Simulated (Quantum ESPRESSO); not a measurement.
**Nd in Quantum ESPRESSO: convergence with smearing width**

Input of the first run (smearing width 0.5 eV); the others differ in this setting and in those tied to it:

pw.in

```
&CONTROL
  calculation = 'scf'
  prefix = 'pwscf'
  outdir = './tmp'
  pseudo_dir = './pseudo'
  tprnfor = .true.
  tstress = .true.
  disk_io = 'nowf'
/
&SYSTEM
  ibrav = 0
  nat = 1
  ntyp = 1
  ecutwfc = 50
  ecutrho = 300
  nbnd = 16
  occupations = 'smearing'
  smearing = 'mv'
  degauss = 0.03674932
  nspin = 2
  starting_magnetization(1) = 0.2143
/
&ELECTRONS
  conv_thr = 2d-10
  electron_maxstep = 120
  mixing_beta = 0.3
/
ATOMIC_SPECIES
Nd   144.2420 Nd.GGA_PBE-JTH.UPF
CELL_PARAMETERS angstrom
   0.0000000000    2.6049204508    2.6049204508
   2.6049204508    0.0000000000    2.6049204508
   2.6049204508    2.6049204508    0.0000000000
ATOMIC_POSITIONS crystal
Nd     0.0000000000    0.0000000000    0.0000000000
K_POINTS automatic
9 9 9 0 0 0
```

Potentials or basis: JTH 2.0 PBE.

The run is started by

```console
$ OMP_NUM_THREADS=1 pw.x -in pw.in > pw.out
```

This isn't the form of Nd at room conditions, which is double hcp.

Hardware: 1 thread of Arm Neoverse V1, with other jobs on the host.

**Question.** The values tried are 0.5 eV, 0.3 eV, 0.2 eV, 0.136 eV, 0.1 eV, 0.05 eV, 0.025 eV, 0.01 eV, loosest first. From which on does the pressure stay within 0.1 GPa of the tightest run that finished?

**Answer.** From 0.025 eV on.

```csv
smearing width,"energy less the tightest run, at zero smearing (meV/atom)",pressure (GPa),absolute moment (μB),SCF cycles,CPU time (s),peak memory (GiB)
0.5 eV,32.60,-0.84,4.04,20,75,0.26
0.3 eV,174.88,-1.32,4.05,24,86,0.26
0.2 eV,231.66,-1.56,4.02,24,89,0.26
0.136 eV,6.98,0.38,3.84,32,120,0.26
0.1 eV,4.67,0.39,3.85,34,120,0.26
0.05 eV,282.44,-1.94,4.03,37,130,0.26
0.025 eV,0.50,0.47,3.87,25,94,0.26
0.01 eV,0.00,0.48,3.87,22,82,0.26
```

Against the tightest run, the energy stays within 1 meV/atom from 0.025 eV on; the absolute moment stays within 0.02 μB from 0.025 eV on. Narrower smearing needs a denser k mesh, so at a fixed mesh the narrowest width isn't the most accurate. The tightest run that finished is the yardstick and may itself not be fully converged.

Caveat, for the tightest run too: the magnetic or orbital state may not be the lowest. The state reached can hang on the start; a lower one may exist.
